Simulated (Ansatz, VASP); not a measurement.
# GaN in two plane-wave programs, part 2 of 2

One calculation is typed for both programs; each brings its own data sets and cutoff. How far apart do they land?

VASP 6.6.1 and Ansatz 0.2.0.

So far: The starting structure; VASP: G0W0 gap, PBE.

### Step 3. Ansatz: G0W0 gap, PBE

Level of this step: Ansatz beside VASP: Kohn-Sham DFT, plane waves, PBE, G0W0 (Ansatz).

Ansatz runs on its default PAW (the set named soft_2) files.

The same cell, functional and mesh now go to Ansatz, which takes its cutoff from its data sets.

Input file input.yaml:

```yaml
crystal:
  lattice:
    - [0.0, 2.2976981147, 2.2976981147]
    - [2.2976981147, 0.0, 2.2976981147]
    - [2.2976981147, 2.2976981147, 0.0]
  atoms:
    - { symbol: Ga, position: [0.0, 0.0, 0.0] }
    - { symbol: "N", position: [0.25, 0.25, 0.25] }
hamiltonian:
  xc: pbe
  pseudopotentials: { kind: paw }
kpoints:
  mp_grid: { grid: [6, 6, 6] }
scf:
  occupations: { method: fixed }
gw:
  n_empty_bands: 87
  ecut_chi: 150.0
  qp_bands: [v2, c2]
  qp_kpoints: band_edges
  screening: { model: contour_deformation }
```

Started as:

```
ansatz run input.yaml --threads 4 --pin off --max-ram 9216MiB --backend cpu --events-out ev --progress --plain --runs-dir out
```

Numbers of over 12 decimals in the logs are rounded to 6 here.

The log of the run:

```text
Engine: ansatz 0.2.0, aarch64-unknown-linux-gnu
Pseudopotentials: kind: paw
Pseudopotential: Ga, paw, valence charge 13, recommended cutoff 420 eV (normal), Ga.paw.azcp
Pseudopotential: N, paw, valence charge 5, recommended cutoff 420 eV (normal), N.paw.azcp
Functional definition: PBE
  parameter kappa = 0.804
  parameter beta = 0.066725
  exchange = pbe_x(kappa = kappa, mu = beta*pi^2/3)
  correlation = pbe_c(beta = beta)
Crystal: 2 atoms, lattice volume = 24.261 Å³
Basis set: ecut = 420 eV, 459 PW (Γ)
Bands: 13, of which v1, the nominal top of the filled ones, is band 9 counted from 1 (8 counted from 0)
Symmetry: 24 space group operations
Space group: F-43m (ITA 216), of the structure as read, at distance tolerance 2.9e-5 Å
k-points: 16 of 216 (time reversal used)
Non-local potential: Ga, projectors of the file, l = 0: 2, l = 1: 2, l = 2: 3, l = 3: 1
Non-local potential: N, projectors of the file, l = 0: 2, l = 1: 2, l = 2: 1
PAW form: soft (Blöchl's): semilocal exchange-correlation on the pseudo side does not see the compensation charge
PAW one-centre angular grid: Ga, 590 points (default); XC on 64 Gauss nodes
PAW one-centre angular grid: N, 110 points (default); XC on 64 Gauss nodes
Initial density: superposition of atomic densities (neutral atoms: chi_scale 0, normalization atom), corrected by the library's trained network
Initial wavefunctions: pseudopotential atomic-orbital guess
Functional: x = pbe(κ = 0.804, μ = 0.219515), c = pbe(β = 0.066725)
SCF iter   1: F=—  HF=-4167.890888 eV  |F-HF|=—  |Δ(HF+E_count)|=         —  Δρ=6.04e-4  dr2=2.95e-5  ethr=1.77e-3  ⟨swp⟩=4.1  Hψ=938  notcnv=0  defer=25
preconditioner: auto → none  [insulator: Δε(μ)=1.338 eV  Ē_g=18.316 eV  n_scr=8 (ndim 8)  ℏωp=32.0 eV  f_vac=0.002  ε∞_Penn≈4.0]
SCF iter   2: F=—  HF=-4167.891196 eV  |F-HF|=—  |Δ(HF+E_count)|=   3.07e-4  Δρ=3.23e-4  dr2=6.66e-6  ethr=1.64e-7  ⟨swp⟩=2.9  Hψ=531  notcnv=0  defer=31
SCF iter   3: F=—  HF=-4167.891235 eV  |F-HF|=—  |Δ(HF+E_count)|=   3.97e-5  Δρ=1.33e-4  dr2=1.19e-6  ethr=3.70e-8  ⟨swp⟩=2.0  Hψ=342  notcnv=0  defer=32
SCF iter   4: F=—  HF=-4167.891244 eV  |F-HF|=—  |Δ(HF+E_count)|=   9.09e-6  Δρ=5.01e-5  dr2=5.75e-7  ethr=6.60e-9  ⟨swp⟩=2.0  Hψ=352  notcnv=0  defer=32
iter 5 did not close the SCF: its close was put off for the readings that it lacked (scf_convergence_deferred on its scf_iter line)
SCF iter   5: F=-4167.891244 eV  HF=-4167.891244 eV  |F-HF|=3.96e-8  |Δ(HF+E_count)|=   6.77e-8  Δρ=1.76e-5  dr2=6.50e-8  ethr=3.19e-9  ⟨swp⟩=2.0  Hψ=337  notcnv=0  defer=32
SCF iter   6: F=-4167.891244 eV  HF=-4167.891244 eV  |F-HF|=5.60e-9  |Δ(HF+E_count)|=   2.16e-9  Δρ=7.00e-6  dr2=6.88e-9  ethr=3.61e-10  ⟨swp⟩=3.6  Hψ=924  notcnv=0
SCF 1 converged in 6 iterations: F = -4167.891244 eV  dr2 = 6.88e-9
  greatest PAW one-centre occupation: 0.995 electrons in one spin orbital (limit 2), on the Ga atom at site 0 (counted from 0), in its partial waves of l = 2
NSCF: frozen V_eff on 16 k-points
G₀W₀ screening: q 1/16
G₀W₀ screening: q 2/16 (q-point 6)
G₀W₀ screening: q 3/16 (q-point 7)
G₀W₀ screening: q 4/16 (q-point 8)
G₀W₀ screening: q 5/16 (q-point 11)
G₀W₀ screening: q 6/16 (q-point 14)
G₀W₀ screening: q 7/16 (q-point 15)
G₀W₀ screening: q 8/16 (q-point 9)
G₀W₀ screening: q 9/16 (q-point 12)
G₀W₀ screening: q 10/16 (q-point 16)
G₀W₀ screening: q 11/16 (q-point 2)
G₀W₀ screening: q 12/16 (q-point 3)
G₀W₀ screening: q 13/16 (q-point 5)
G₀W₀ screening: q 14/16 (q-point 10)
G₀W₀ screening: q 15/16 (q-point 4)
G₀W₀ screening: q 16/16 (q-point 13)
G₀W₀ self-energy: k 1/8
G₀W₀ self-energy: k 2/8
G₀W₀ self-energy: k 3/8
G₀W₀ self-energy: k 4/8
G₀W₀ self-energy: k 5/8
G₀W₀ self-energy: k 6/8
G₀W₀ self-energy: k 7/8
G₀W₀ self-energy: k 8/8
NSCF: frozen V_eff on 1 k-points
NSCF: frozen V_eff on 1 k-points
SCF converged after 6 iterations
Free energy (F): -4167.891244 eV
Harris-Foulkes:  -4167.891244 eV  (|F-HF|=5.60e-9)
Internal energy: -4167.891244 eV  (E = F + TS)
E sigma→0 (E₀):  -4167.891244 eV
Fermi energy:    8.796987 eV
--- Per-component energies (eV) ---
  E_band       = -19.479074
  E_kinetic    = 244.806982
  E_local      = -1995.435779  (includes V_loc(G=0)·N_el)
  E_nonlocal   = 474.159471
  E_hartree    = 913.837213
  E_xc         = -127.950063
  E_vxc        = -133.003338  (∫ρ·V_xc dr)
  E_paw        = -2120.409395  (= ΣΔE_a)
  E_vpaw       = -437.677267  (= ΣTr[D̂ρ^β])
  E_aug_tail   = 0.000082  (compensation charges beyond the density's cutoff)
  E_ewald      = -1556.899756
  E_smearing   = -0.000000  (= −TS)
  E_closure    = 0.000000  (closes the sum)
  Σ components = -4167.891244   (vs F -4167.891244, Δ=0.00e0)
--- Band table (eV; the first three rows and the last of 16) ---
  k-point 0: bands = [... 5 lower, -4.3947, 8.7970, 8.7970, 8.7970, 10.1387, 18.7381, 18.7381, 18.7381]
  k-point 1: bands = [... 5 lower, -4.3956, 6.5273, 8.5436, 8.5436, 11.7909, 17.7040, 19.0717, 19.0717]
  k-point 2: bands = [... 5 lower, -3.8315, 3.6438, 8.0981, 8.0981, 12.8772, 17.1175, 19.0829, 19.0829]
  k-point 15: bands = [... 5 lower, -2.5095, 3.1828, 5.5999, 5.6226, 13.9939, 16.2034, 19.6607, 19.7942]
--- G₀W₀: contour deformation, 7 samples at zero and on the imaginary axis and 3 off it, 216 q-points, 87 empty bands' worth ---
  eigenvalues of the whole cell's RPA ε∞ on this k-mesh (on a slab, of 1 + 4πα/V) = 7.9321, 7.9321, 7.9321; static W/v taken at q = 0 is 0.126070
  gw.qp_kpoints: band_edges: 8 of 16 stored k-points solved, in 1 pass; an edge of the gap read off the rows below is read off those points alone
    valence top: of the k-points left out ik 4 came nearest to being solved in a further pass, in band 8 (counted from 1, as in the quasiparticle table): it holds the edge there only if its correction is more favourable than any solved in that band by at least 0.735 eV; those differ by 0.267 eV
    conduction bottom: of the k-points left out ik 4 came nearest to being solved in a further pass, in band 10 (counted from 1, as in the quasiparticle table): it holds the edge there only if its correction is more favourable than any solved in that band by at least 1.893 eV; those differ by 0.503 eV
    ik  band        ε_KS         Σx   Σc(E_QP)       V_xc       Z   E_QP_lin       E_QP  E_QP is
     0     8      8.7970   -23.2942     2.9951   -19.7936  0.7466     8.2831     8.2915  root
     0     9      8.7970   -23.2942     2.9951   -19.7936  0.7466     8.2831     8.2915  root
     0    10     10.1387   -11.5490    -3.5742   -15.5702  0.7827    10.5913    10.5857  root
     0    11     18.7381    -7.6611    -5.3920   -13.6218  0.7743    19.3191    19.3068  root
     1     8      8.5436   -23.0244     3.0601   -19.4325  0.7459     8.0023     8.0118  root
     1     9      8.5436   -23.0244     3.0601   -19.4325  0.7459     8.0023     8.0118  root
     1    10     11.7909   -11.9316    -3.7605   -16.2186  0.7723    12.3261    12.3173  root
     1    11     17.7040    -8.0773    -5.3443   -14.0121  0.7690    18.3078    18.2944  root
     2     8      8.0981   -22.5729     3.1798   -18.8189  0.7442     7.5122     7.5240  root
     2     9      8.0981   -22.5729     3.1798   -18.8189  0.7442     7.5122     7.5240  root
     2    10     12.8772   -10.3416    -4.4291   -15.3503  0.7804    13.4684    13.4568  root
     2    11     17.1175    -8.8768    -5.5767   -15.1039  0.7471    17.7874    17.7680  root
     3     8      7.8970   -22.3683     3.2293   -18.5494  0.7433     7.2948     7.3074  root
     3     9      7.8970   -22.3683     3.2293   -18.5494  0.7433     7.2948     7.3074  root
     3    10     13.0358   -10.0291    -4.4794   -15.0703  0.7874    13.6084    13.5976  root
     3    11     17.2221    -8.9259    -5.8210   -15.3907  0.7250    17.8831    17.8659  root
     8     8      7.1776   -21.6292     3.3074   -17.6566  0.7407     6.4943     6.5124  root
     8     9      8.4201   -22.8810     3.0975   -19.2435  0.7453     7.8701     7.8801  root
     8    10     13.2046   -11.3590    -4.3936   -16.4033  0.7642    13.8711    13.8553  root
     8    11     17.0890    -8.9204    -5.2511   -14.7900  0.7661    17.7226    17.7075  root
     9     8      6.8306   -21.3759     3.4595   -17.2319  0.7372     6.1265     6.1462  root
     9     9      6.8306   -21.3759     3.4595   -17.2319  0.7372     6.1265     6.1462  root
     9    10     12.9422    -8.4602    -4.2249   -12.9834  0.7876    13.2430    13.2404  root
     9    11     15.3558   -10.1493    -4.9893   -15.8659  0.7762    16.1046    16.0831  root
    12     8      6.2897   -20.8316     3.5757   -16.5447  0.7332     5.5561     5.5785  root
    12     9      6.2897   -20.8316     3.5757   -16.5447  0.7332     5.5561     5.5785  root
    12    10     12.1289    -8.1868    -3.9770   -12.3113  0.7995    12.2770    12.2764  root
    12    11     15.1060    -9.9183    -4.8148   -15.3852  0.7832    15.7745    15.7582  root
    14     8      5.3051   -20.6464     3.8076   -16.0662  0.7218     4.5000     4.5325  root
    14     9      6.5972   -20.9971     3.4470   -16.8429  0.7370     5.8680     5.8899  root
    14    10     15.1832    -9.0805    -4.6245   -14.1236  0.7701    15.6078    15.6017  root
    14    11     15.8204   -10.6657    -5.3637   -16.8553  0.7514    16.6805    16.6463  root
```

Wall time 17 s (4 threads of Arm Neoverse V1, shared host); peak memory 0.42 GiB; 52 s of CPU time.

### Step 4. Side by side

Known differences besides the potentials themselves: the two programs' PAW sets differ in cores and partial waves; the cutoff is 420 eV in Ansatz and 450 eV in VASP; VASP leaves aspherical gradient terms in its spheres out (LASPH is not set), Ansatz keeps them; Ansatz integrates over frequency by contour deformation, VASP on a grid of NOMEGA points. Total energies have different zeros and are not compared.

Compared:

```csv
quantity,Ansatz,VASP,difference
G0W0 gap on the mesh (eV),2.31,2.38,-0.07
PBE gap under it (eV),1.34,1.35,0.00
```

### Step 5. What came out

```yaml
difference_in_g0w0_gap_on_the_mesh_g0w0_gap_pbe: -0.071 eV
```

In words: The difference in G0W0 gap on the mesh is -0.071 eV (G0W0 gap, PBE), within the 0.15 eV picked in this series as the mark of a large difference. Such differences can come from data sets, numerical settings and the points named under the comparisons, not from the functional's error against experiment.

[Lines on the potential files, build, host, timing and source positions are cut from VASP's logs without a mark.]

[Logs are printed without paths, hosts, clocks, repeated set-up lines and the standing remarks that a program may print on its own settings, such as how far it seeks lower states.]

[Hosts, paths, dates, database ids (printed as entryN), source tags and the programs' standing remarks are cut or masked in the printed files.]
